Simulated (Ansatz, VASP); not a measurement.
# Two plane-wave programs on Cu

```
Cu
1.0
     0.00000    2.57445    2.57445
     2.57445    0.00000    2.57445
     2.57445    2.57445    0.00000
Cu
2
Cartesian
  0.6436 0.6436 0.6436
  4.5053 4.5053 4.5053
```

Alike in both runs: functional LDA; k mesh 11 × 11 × 11; occupations fermi-dirac, width 0.1 eV; no spin polarisation.

Ansatz relaxed the structure, and its values are those at the end. VASP's run is a single point on that final structure, the one shown.

|  | VASP | Ansatz |
| --- | --- | --- |
| version | VASP 6.6.1 | Ansatz 0.2.0 |
| potentials or method | VASP PAW LDA potentials, release 64 (Cu) | plane waves (420 eV) with PAW, scalar-relativistic |
| plane-wave cutoff (eV) | 520 | 420 |
| valence electrons in the cell | 22 | 38 |

|  | VASP | Ansatz | Ansatz less VASP |
| --- | --- | --- | --- |
| pressure (GPa) | 0.2 | 0.0 | -0.25 |

The two sets of potentials don't hold the same shells in valence. Ansatz warned: «pseudo_functional_mismatch».
